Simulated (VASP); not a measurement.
Runs of VASP 6.6.1 on Sr. The cell holds a slab with vacuum, 7 atoms: a = 4.299 Å, b = 4.299 Å, c = 41.062 Å, α = 90.00°, β = 90.00°, γ = 60.00°. The cell was built by a generator and needn't be a form met in nature.

```tsv
cell	k mesh	vacuum (Å)	mesh quality	gap on the mesh (eV)	largest force (eV/Å)	work function (eV)
P-3m1, 93.9 Å³/atom	16 × 16 × 1	20	not flagged	none	0.15	2.64
P-3m1, 93.9 Å³/atom	4 × 4 × 1	20	coarse	none	0.05	(a)
P-3m1, 93.9 Å³/atom	6 × 6 × 1	20	not flagged	none	0.15	2.64
P-3m1, 103.04 Å³/atom	12 × 12 × 1	24	not flagged	none	0.16	2.64
```

Alike in all rows: task work function; level PBEsol; potentials or basis VASP PAW PBE potentials, release 64 (Sr_sv); no spin polarisation; cutoff (eV) 520; smearing methfessel-paxton 0.1 eV.

Estimate the missing entries.

(a) 2.67.

Caveats: some runs use coarse meshes; the PAW data sets were made with another functional, which shifts forces and pressure a little.

A k mesh can miss the band edges, and the runs leave out spin-orbit coupling on Sr.

A gap of «none» marks a metal or a gap under the smearing width.
